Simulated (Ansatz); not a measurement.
This log comes from Ansatz, run on MoS₂ (started from an entry of an open crystallographic database). The cell was relaxed beforehand with r2SCAN+rVV10.

The cell:
```cif
data_structure
_symmetry_space_group_name_H-M 'P 1'
_symmetry_Int_Tables_number 1
_cell_length_a 3.1730
_cell_length_b 3.1730
_cell_length_c 12.4359
_cell_angle_alpha 90.000
_cell_angle_beta 90.000
_cell_angle_gamma 120.000
_cell_volume 108.43
loop_
_atom_site_label
_atom_site_type_symbol
_atom_site_fract_x
_atom_site_fract_y
_atom_site_fract_z
_atom_site_occupancy
Mo1 Mo 0.33333 0.66667 0.25000 1
Mo2 Mo 0.66667 0.33333 0.75000 1
S1 S 0.33333 0.66667 0.62490 1
S2 S 0.66667 0.33333 0.12490 1
S3 S 0.33333 0.66667 0.87510 1
S4 S 0.66667 0.33333 0.37510 1
```

What the program printed (shortened):
```
scf.n_extra_bands = 5 over 26 filled bands (N_el = 52.0): the run solves 31 bands
Functional definition: PBE
Crystal: 6 atoms, lattice volume = 108.431 Å³
Basis set: ecut = 420 eV, 2105 PW (Γ)
Bands: 31, of which v1, the nominal top of the filled ones, is band 26 counted from 1 (25 counted from 0)
Symmetry: 24 space group operations
Space group: P63/mmc (ITA 194)
k-points: 38 of 288
preconditioner: auto → Resta (q_TF=auto, 2.414 Å⁻¹)  ε∞=8.9  [insulator: Δε(μ)=0.940 eV  σ=0.020 eV  ℏωp=21.4 eV]
SCF 1 converged in 6 iterations: F = -13525.559130 eV  dr2 = 8.77e-8
Free energy (F): -13525.559130 eV
Fermi energy:    11.155816 eV
--- Per-component energies (eV) ---
  E_band       = -322.589348
  E_kinetic    = 1312.576121
  E_local      = -4028.234294
  E_nonlocal   = 398.398897
  E_hartree    = 1555.888772
  E_xc         = -757.264406
  E_vxc        = -810.361064
  E_paw        = -8803.102274
  E_vpaw       = -306.734884
  E_ewald      = -3203.822022
--- Forces (eV/Å), atoms counted from 1 ---
  atom   1  Mo      0.00000      0.00000      0.00000
  atom   2  Mo      0.00000      0.00000      0.00000
  atom   3  S       0.00000      0.00000    -0.11076
  atom   4  S       0.00000      0.00000    -0.11076
  atom   5  S       0.00000      0.00000      0.11076
  atom   6  S       0.00000      0.00000      0.11076
--- Stress (GPa, compression-positive) ---
        1.925150       0.000000       0.000000
        0.000000       1.925150       0.000000
        0.000000       0.000000       3.323365
  P = ⅓ Tr σ = 2.3912 GPa (23.912 kbar)
--- Band table (eV; the first three rows and the last of 38) ---
  k-point 0: bands = […, 8.4927, 8.5316, 8.5316, 9.4589, 9.6157, 10.7052, 12.8061, 12.8061, 12.8291, 12.8291, …]
  k-point 1: bands = […, 8.5121, 8.5121, 8.5121, 8.5121, 10.4350, 10.4350, 12.8119, 12.8119, 12.8119, 12.8119, …]
  k-point 2: bands = […, 8.3255, 8.3686, 8.6349, 9.6167, 9.6204, 10.5090, 12.6855, 12.7263, 12.8099, 12.8782, …]
  k-point 37: bands = […, 7.2620, 7.2620, 7.8648, 7.8648, 10.0038, 10.0038, 11.7177, 11.7177, 13.0606, 13.0606, …]
```

**Question.** Which of these blocks stood in the input: relax, gw, phonons, dielectric, magnetization (spin_orbit)?

**Answer.** None of them. A single point prints forces and stress when the output block asks for them.

**Question.** Which k mesh was typed?

**Answer.** 12×12×2, Γ-centred. The answer isn't unique; the calculation gave this one.

**Question.** How were the bands filled?

**Answer.** With smearing of width σ = 0.02 eV (Fermi-Dirac in this run).

Run as `ansatz run input.yaml --threads 2 --pin off --max-ram 29491MiB --backend cpu --events-out ev --progress --plain --runs-dir out`. It took 5.8 s on 2 threads of AMD EPYC 7R13 Processor (Zen 3) (shared host), load about 0.8 per core; peak host memory 0.61 GiB.

The values are computed, spin-unpolarised, and not measurements.

Spin-orbit coupling is left out.
